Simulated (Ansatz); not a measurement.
# CuO: the cost of one run

Method: DFT PBE+U, scalar-relativistic, plane waves, PAW, in Ansatz 0.2.0.

### 1 The starting structure

The structure is monoclinic, space group C2/c (No. 15). Conventional cell: a = 4.684 Å, b = 3.423 Å, c = 5.129 Å, α = 90.00°, β = 99.54°, γ = 90.00°. Cu (site symmetry -1) is surrounded by 4 O at 1.95 to 1.96 Å. O (site symmetry 2) has 4 Cu at 1.95 to 1.96 Å as nearest neighbours.

Structure file:

```cif
data_structure
_symmetry_space_group_name_H-M 'P 1'
_symmetry_Int_Tables_number 1
_cell_length_a 9.3680
_cell_length_b 3.4230
_cell_length_c 10.2580
_cell_angle_alpha 90.000
_cell_angle_beta 99.540
_cell_angle_gamma 90.000
_cell_volume 324.39
loop_
_atom_site_label
_atom_site_type_symbol
_atom_site_fract_x
_atom_site_fract_y
_atom_site_fract_z
_atom_site_occupancy
Cu1 Cu 0.12500 0.25000 0.00000 1
Cu2 Cu 0.12500 0.25000 0.50000 1
Cu3 Cu 0.62500 0.25000 0.00000 1
Cu4 Cu 0.62500 0.25000 0.50000 1
Cu5 Cu 0.37500 0.75000 0.00000 1
Cu6 Cu 0.37500 0.75000 0.50000 1
Cu7 Cu 0.87500 0.75000 0.00000 1
Cu8 Cu 0.87500 0.75000 0.50000 1
Cu9 Cu 0.12500 0.75000 0.25000 1
Cu10 Cu 0.12500 0.75000 0.75000 1
Cu11 Cu 0.62500 0.75000 0.25000 1
Cu12 Cu 0.62500 0.75000 0.75000 1
Cu13 Cu 0.37500 0.25000 0.25000 1
Cu14 Cu 0.37500 0.25000 0.75000 1
Cu15 Cu 0.87500 0.25000 0.25000 1
Cu16 Cu 0.87500 0.25000 0.75000 1
O1 O 0.00000 0.41840 0.12500 1
O2 O 0.00000 0.41840 0.62500 1
O3 O 0.50000 0.41840 0.12500 1
O4 O 0.50000 0.41840 0.62500 1
O5 O 0.25000 0.91840 0.12500 1
O6 O 0.25000 0.91840 0.62500 1
O7 O 0.75000 0.91840 0.12500 1
O8 O 0.75000 0.91840 0.62500 1
O9 O 0.00000 0.58160 0.37500 1
O10 O 0.00000 0.58160 0.87500 1
O11 O 0.50000 0.58160 0.37500 1
O12 O 0.50000 0.58160 0.87500 1
O13 O 0.25000 0.08160 0.37500 1
O14 O 0.25000 0.08160 0.87500 1
O15 O 0.75000 0.08160 0.37500 1
O16 O 0.75000 0.08160 0.87500 1
```

The structure rests on an entry of the Crystallography Open Database; cell or positions may have been set otherwise for this series.

### 2 Single point: CuO

The input, input.yaml:

```yaml
crystal:
  lattice:
    - [9.368, 0.0, 0.0]
    - [0.0, 3.423, 0.0]
    - [-1.700121148, 0.0, 10.1161332574]
  atoms:
    - { symbol: Cu, position: [0.125, 0.25, 0.0], spin: 1.0 }
    - { symbol: Cu, position: [0.125, 0.25, 0.5], spin: -1.0 }
    - { symbol: Cu, position: [0.625, 0.25, 0.0], spin: -1.0 }
    - { symbol: Cu, position: [0.625, 0.25, 0.5], spin: 1.0 }
    - { symbol: Cu, position: [0.375, 0.75, 0.0], spin: -1.0 }
    - { symbol: Cu, position: [0.375, 0.75, 0.5], spin: 1.0 }
    - { symbol: Cu, position: [0.875, 0.75, 0.0], spin: 1.0 }
    - { symbol: Cu, position: [0.875, 0.75, 0.5], spin: -1.0 }
    - { symbol: Cu, position: [0.125, 0.75, 0.25], spin: 1.0 }
    - { symbol: Cu, position: [0.125, 0.75, 0.75], spin: -1.0 }
    - { symbol: Cu, position: [0.625, 0.75, 0.25], spin: -1.0 }
    - { symbol: Cu, position: [0.625, 0.75, 0.75], spin: 1.0 }
    - { symbol: Cu, position: [0.375, 0.25, 0.25], spin: 1.0 }
    - { symbol: Cu, position: [0.375, 0.25, 0.75], spin: -1.0 }
    - { symbol: Cu, position: [0.875, 0.25, 0.25], spin: -1.0 }
    - { symbol: Cu, position: [0.875, 0.25, 0.75], spin: 1.0 }
    - { symbol: O, position: [0.0, 0.4184, 0.125] }
    - { symbol: O, position: [0.0, 0.4184, 0.625] }
    - { symbol: O, position: [0.5, 0.4184, 0.125] }
    - { symbol: O, position: [0.5, 0.4184, 0.625] }
    - { symbol: O, position: [0.25, 0.9184, 0.125] }
    - { symbol: O, position: [0.25, 0.9184, 0.625] }
    - { symbol: O, position: [0.75, 0.9184, 0.125] }
    - { symbol: O, position: [0.75, 0.9184, 0.625] }
    - { symbol: O, position: [0.0, 0.5816, 0.375] }
    - { symbol: O, position: [0.0, 0.5816, 0.875] }
    - { symbol: O, position: [0.5, 0.5816, 0.375] }
    - { symbol: O, position: [0.5, 0.5816, 0.875] }
    - { symbol: O, position: [0.25, 0.0816, 0.375] }
    - { symbol: O, position: [0.25, 0.0816, 0.875] }
    - { symbol: O, position: [0.75, 0.0816, 0.375] }
    - { symbol: O, position: [0.75, 0.0816, 0.875] }
magnetization:
  spin_polarized: true
scf:
  occupations: { method: gaussian, width: 0.02 }
output:
  forces: true
  stress: true
  populations: true
  write_density: true
  write_potential: true
  elf: true
  volumetric_format: npy
hamiltonian:
  hubbard: { sites: [{ species: Cu, l: d, u_eff: 8.0 }] }
  xc: pbe
kpoints:
  mp_grid: { grid: [2, 6, 2] }
```

Command:

```console
$ ansatz run input.yaml --threads 4 --pin off --max-ram 12288MiB --backend cpu --events-out ev --progress --plain --runs-dir out
```

**Question.** How long does this run take on 4 threads of Arm Neoverse V1, shared host, and how much memory does it need?

About 100 s, with a peak of 3.1 GiB.
